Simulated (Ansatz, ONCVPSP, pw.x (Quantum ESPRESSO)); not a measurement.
**What a changed setting does to a pw.x run (fcc Ta)**

Potential: optimised norm-conserving Vanderbilt (ONCV), ONCVPSP 4.0.1.1 (patched build), PBE; core [Kr] 4d10 4f14, reference 5s2 5p6 5d3 6s2; waves: 5s+6s: rc 2.30 bohr, ncon 5, nbas 9, qcut 5 1/bohr, 2 projectors; 5p: rc 2.06 bohr, ncon 5, nbas 9, qcut 5.9 1/bohr, 2 projectors, debl 0.6 Ha; 5d: rc 2.36 bohr, ncon 3, nbas 8, qcut 5.5 1/bohr, 2 projectors, debl 2 Ha; local part: polynomial inside 1.72 bohr (lpopt 5, dvloc0 1 Ha); core correction: Teter function, fcfact 1.5, rcfact 1.2. In the p channel the program set the typed energies aside and used -1.448, 0.250 Ha.

The reference run (k-mesh 13³, cutoffs 50/200 Ry, Fermi–Dirac 0.01 Ry, mixing_beta 0.4, conv_thr 1e-9, no spin) gives -2.46 GPa at 18.931 Å³/atom, where all-electron LAPW gives -0.85 GPa. This run, with its own iteration cap, changes k-mesh points per axis to 20.

```
&control
  calculation='scf', prefix='x', pseudo_dir='./', outdir='./tmp', tstress=.true., disk_io='none'
/
&system
  ibrav=0, nat=1, ntyp=1, ecutwfc=50, ecutrho=200, nbnd=14,
  occupations='smearing', smearing='fd', degauss=0.01
/
&electrons
  conv_thr=1e-09, mixing_beta=0.4, electron_maxstep=70
/
ATOMIC_SPECIES
Ta 1.0 Ta.UPF
CELL_PARAMETERS angstrom
  0.00000000 2.11534489 2.11534489
  2.11534489 0.00000000 2.11534489
  2.11534489 2.11534489 0.00000000
ATOMIC_POSITIONS crystal
Ta 0.0000 0.0000 0.0000
K_POINTS automatic
20 20 20 0 0 0
```

```bash
pw.x < Ta.scf.in > Ta.scf.out
```

Task: How does the run end?

Result: It converges in 7 iterations; the free energy moves by +1.5 meV/atom and the pressure by +0.11 GPa.

```
Message from routine setup:
     using ibrav=0 with symmetry is DISCOURAGED, use correct ibrav instead
     lattice parameter (alat)  =       5.6532  a.u.
     unit-cell volume          =     127.7527 (a.u.)^3
     number of electrons       =        13.00
     number of Kohn-Sham states=           14
     kinetic-energy cutoff     =      50.0000  Ry
     charge density cutoff     =     200.0000  Ry
     scf convergence threshold =      1.0E-09
     Exchange-correlation= PBE
     number of k points=   256  Fermi-Dirac smearing, width (Ry)=  0.0100
     iteration #  1     ecut=    50.00 Ry     beta= 0.40
     total energy              =    -119.89367696 Ry
     estimated scf accuracy    <       0.03062811 Ry
     iteration #  2     ecut=    50.00 Ry     beta= 0.40
     total energy              =    -119.89349483 Ry
     estimated scf accuracy    <       0.00557083 Ry
     iteration #  3     ecut=    50.00 Ry     beta= 0.40
     total energy              =    -119.89411286 Ry
     estimated scf accuracy    <       0.00027612 Ry
     iteration #  4     ecut=    50.00 Ry     beta= 0.40
     total energy              =    -119.89412783 Ry
     estimated scf accuracy    <       0.00000423 Ry
     iteration #  5     ecut=    50.00 Ry     beta= 0.40
     total energy              =    -119.89412894 Ry
     estimated scf accuracy    <       0.00000054 Ry
     iteration #  6     ecut=    50.00 Ry     beta= 0.40
     total energy              =    -119.89412901 Ry
     estimated scf accuracy    <          1.4E-09 Ry
     iteration #  7     ecut=    50.00 Ry     beta= 0.40
     the Fermi energy is    17.6500 ev
!    total energy              =    -119.89412901 Ry
     estimated scf accuracy    <          4.3E-10 Ry
     smearing contrib. (-TS)   =      -0.00556760 Ry
     The total energy is F=E-TS. E is the sum of the following terms:
     one-electron contribution =     -22.47882643 Ry
     hartree contribution      =      15.96897574 Ry
     xc contribution           =     -16.46104804 Ry
     ewald contribution        =     -96.91766268 Ry
     convergence has been achieved in   7 iterations
          total   stress  (Ry/bohr**3)                   (kbar)     P=      -23.48
     Message from routine punch:
     Nothing written, as per user request (disk_io='none')
```

The run took about 41 s on one core of a shared host (Neoverse-N1, 64 threads, 124 GiB, load 57).
